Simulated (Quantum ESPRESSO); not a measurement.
# ZrO2 under changes of volume

One of the cells (10.990 Å³/atom); the others are scaled copies at fixed shape and fractional positions:

```
Zr O
1.0
     0.00000    2.54507    2.54507
     2.54507    0.00000    2.54507
     2.54507    2.54507    0.00000
Zr O
1 2
Direct
  0.00000 0.00000 0.00000
  0.75000 0.75000 0.75000
  0.25000 0.25000 0.25000
```

Measurements of this composition are mostly on another form, of space group No. 14.

```yaml
Program: Quantum ESPRESSO 7.5
Functional: PBE
Potentials_or_basis: SSSP 1.3 efficiency PBE
Cutoff: 748 eV
Density_cutoff: 5987 eV
k_mesh: 9 × 9 × 9
Occupations: fermi-dirac, width 0.05 eV
Spin: no spin polarisation
```

```tsv
volume (Å³/atom)	energy over the lowest point (meV/atom)	pressure (GPa)	gap on the mesh (eV)
10.331	49.86	20.8	3.58
10.551	25.54	14.3	3.52
10.770	9.65	8.5	3.46
10.990	?	?	?
11.210	0.00	-1.5	3.35
11.430	4.80	-5.8	3.30
11.650	15.21	-9.7	3.24
```

Q: What does the run at 10.990 Å³/atom give?

A: Energy over the lowest point 1.39 meV/atom; pressure 3.2 GPa; gap on the mesh 3.41 eV.

Worked out: A Birch-Murnaghan fit of order 3 (a polynomial in V^(-2/3)) to the other rows has its minimum at 11.15 Å³/atom with B0 = V·E''(V) = 236 GPa and B' = 4.2. It gives 1.39 meV/atom at 10.990 Å³/atom, against the run's 1.39, and -dE/dV = 3.4 GPa, against 3.2. A straight line through the other rows of the gap, of slope -2.8 eV per unit of ln V, gives 3.41 eV, against the run's 3.41.

Energies are extrapolated to zero smearing.

Caveats: an odd mesh through Γ misses points on the zone boundary, where band edges often lie. Spin-orbit coupling on Zr is left out.
